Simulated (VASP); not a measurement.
## Si: relaxation of cell and atoms with LDA

Crystal: Si.

```
Si
1.0
     0.00000    2.72000    2.72000
     2.72000    0.00000    2.72000
     2.72000    2.72000    0.00000
Si
2
Direct
  0.00000 0.00000 0.00000
  0.25000 0.25000 0.25000
```

The cell was built by a generator and needn't be a form met in nature.

* Program: VASP 6.6.1
* Task: relaxation of cell and atoms
* Functional: LDA
* Potentials or basis: VASP PAW LDA potentials, release 64 (Si)
* Cutoff: 600 eV
* k mesh: 10 × 10 × 10
* Occupations: gaussian, width 0.02 eV
* Spin: no spin polarisation
* Dipole correction: no
* Further INCAR settings: ALGO = Normal; EDIFF = 1e-07; IBRION = 2; EDIFFG = -0.002; NSW = 100; ISIF = 3

| Quantity | Value |
| --- | --- |
| Relaxed volume | 19.72 Å³/atom |
| Relaxed cell | a = 3.821 Å, b = 3.821 Å, c = 3.821 Å, α = 60.00°, β = 60.00°, γ = 60.00° |
| Space group after relaxing (to 0.05 Å) | Fd-3m (No. 227) |
| Energy gained by relaxing | 2.5 meV/atom |
| Ionic steps | 3 |
| Pressure after relaxing | 0.0 GPa |
| Band gap on the k mesh | 0.45 eV, indirect (least direct gap 2.53 eV) |

Step by step:
| step | energy change (eV) | largest force (eV/Å) | pressure (GPa) | volume (Å³) |
| --- | --- | --- | --- | --- |
| 1 | 0.0000 | 0.0000 | -1.90 | 40.25 |
| 2 | -0.0025 | 0.0000 | 1.41 | 38.88 |
| 3 | -0.0049 | 0.0000 | 0.00 | 39.43 |

Final structure:
```cif
data_structure
_symmetry_space_group_name_H-M 'P 1'
_symmetry_Int_Tables_number 1
_cell_length_a 3.8205
_cell_length_b 3.8205
_cell_length_c 3.8205
_cell_angle_alpha 60.000
_cell_angle_beta 60.000
_cell_angle_gamma 60.000
_cell_volume 39.43
loop_
_atom_site_label
_atom_site_type_symbol
_atom_site_fract_x
_atom_site_fract_y
_atom_site_fract_z
_atom_site_occupancy
Si1 Si 0.00000 0.00000 0.00000 1
Si2 Si 0.25000 0.25000 0.25000 1
```

Levels at points of the mesh, in eV from the valence-band top:
| k point | band 2 | band 3 | band 4 | band 5 | band 6 | band 7 |
| --- | --- | --- | --- | --- | --- | --- |
| (0.00, 0.00, 0.00) | 0.00 | 0.00 | 0.00 | 2.53 | 2.53 | 2.53 |
| (0.50, 0.00, 0.00) | -7.06 | -1.21 | -1.21 | 1.48 | 3.29 | 3.29 |
| (0.50, 0.50, 0.00) | -7.86 | -2.89 | -2.89 | 0.58 | 0.58 | 10.11 |

Wall time 14 s on 1 thread of Intel(R) Xeon(R) Platinum 8559C (Emerald Rapids), with other jobs on the host, peak memory 0.15 GiB.

A k mesh can miss the band edges. LDA gaps usually lie below the measured ones, often by a third to a half.
